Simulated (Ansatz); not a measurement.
**Fe (hcp type): how the settings move a single-point run**

Aim: see which settings change the result for Fe (hcp type), by how much, and at what cost.

Computed with Ansatz 0.2.0 (reference: DFT, PBE, PAW with Ansatz's default frozen-core files, scalar-relativistic, unless a step's input says otherwise).

1 further run of the same task is left out (set aside as unsound or not needed).

**1. The starting structure**

It takes space group P6_3/mmc (No. 194, hexagonal). The conventional cell has a = 2.070 Å, b = 2.070 Å, c = 3.299 Å, α = 90.00°, β = 90.00°, γ = 120.00°. Fe (site symmetry -6m2) is surrounded by 12 Fe at 2.04 to 2.07 Å.

Coordinates:

```cif
data_structure
_symmetry_space_group_name_H-M 'P6_3/mmc'
_symmetry_Int_Tables_number 194
_cell_length_a 2.0697
_cell_length_b 2.0697
_cell_length_c 3.2994
_cell_angle_alpha 90.000
_cell_angle_beta 90.000
_cell_angle_gamma 120.000
_cell_volume 12.24
loop_
_atom_site_label
_atom_site_type_symbol
_atom_site_symmetry_multiplicity
_atom_site_Wyckoff_symbol
_atom_site_fract_x
_atom_site_fract_y
_atom_site_fract_z
_atom_site_occupancy
Fe1 Fe 2 c 0.33333 0.66667 0.25000 1
```

**2. Reference**

Input file input.yaml:

```yaml
crystal:
  lattice:
    - [2.0696880635, 0.0, 0.0]
    - [-1.0348440318, 1.7924024409, 0.0]
    - [0.0, 0.0, 3.2993573739]
  atoms:
    - { symbol: Fe, position: [0.3333333333, 0.6666666667, 0.25], spin: 2.5 }
    - { symbol: Fe, position: [0.6666666667, 0.3333333333, 0.75], spin: 2.5 }
magnetization:
  spin_polarized: true
kpoints:
  mp_grid: { grid: [17, 17, 9] }
scf:
  occupations: { method: fermi_dirac, width: 0.05 }
hamiltonian:
  xc: pbe
  pseudopotentials: { kind: paw }
output:
  forces: true
  stress: true
  eigenvalues: true
  populations: true
```

Launch:

```bash
$ ansatz run input.yaml --threads 1 --pin off --max-ram 3072MiB --backend cpu --events-out ev --progress --plain --runs-dir out
```

**3. Changed: occupations.method gaussian, eigensolver.kind davidson**

input.yaml, as its differences from that of step 2:

```diff
@@ -13,3 +13,4 @@
 scf:
-  occupations: { method: fermi_dirac, width: 0.05 }
+  occupations: { method: gaussian, width: 0.05 }
+  eigensolver: { kind: davidson }
 hamiltonian:
```

What does the calculation give? Wanted: for each run, ending; energy change; pressure; gap; force.

The runs gave:

| run | ending | energy change | pressure (GPa) | gap (eV) | force (eV/Å) | cycles | time |
| --- | --- | --- | --- | --- | --- | --- | --- |
| reference | converged | 0 | 460.6 | 0.00 | 0.00 | 11 | 6.5 s |
| 1: occupations.method gaussian, eigensolver.kind davidson | converged | +0.3 meV/atom (σ→0) | 460.6 | 0.00 | 0.00 | 10 | 8.3 s |

Residual by cycle in the longest SCF loop of each run; runs are numbered as in the table. The quantity is the density residual dr2, in eV.

| cycle | reference | run 1 |
| --- | --- | --- |
| 1 | 5.17 | 5.11 |
| 2 | 0.799 | 0.868 |
| 3 | 1.25 | 1.07 |
| 4 | 0.0212 | 0.0437 |
| 5 | 0.018 | 0.005 |
| 6 | 4.0e-4 | 3.0e-5 |
| 7 | 1.4e-5 | 2.2e-7 |
| 8 | 1.5e-7 | 2.1e-7 |
| 9 | 6.9e-10 | 4.9e-10 |
| 10 | 7.6e-11 | 1.1e-11 |
| 11 | 4.0e-12 | - |

Changing the smearing and solver leaves the energy as it was (+0.3 meV/atom). Cost: 10 SCF cycles against 11. The structure is not at rest: the sound run finds 461 GPa, so these are no properties of the relaxed crystal. 
